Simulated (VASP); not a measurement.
Runs of VASP 6.6.1 on SH2. The cell holds a molecule in a box, 3 atoms: a = 12.326 Å, b = 12.826 Å, c = 13.326 Å, α = 90.00°, β = 90.00°, γ = 90.00°. 

```csv
task,level,cell,atoms held fixed (from 0),gap on the mesh (eV),largest force (eV/Å)
single point,PBE,as given,-,5.37,0.01
single point,RPBE+D3(BJ),as given,-,5.29,0.01
single point,RPBE,as given,-,5.29,0.01
single point,r2SCAN+rVV10,as given,-,6.20,(a)
relaxation of the atoms,PBE+D3(BJ),atoms relaxed,[0],5.37,-
```

Alike in all rows: potentials or basis VASP PAW PBE potentials, release 64 (S, H); no spin polarisation; k mesh 1 × 1 × 1; cutoff (eV) 400; smearing gaussian 0.01 eV.

**Question.** Estimate the missing entries.

**Answer.** (a) 0.37.

Caveats: the PAW data sets were made with another functional, which shifts forces and pressure a little (some runs).

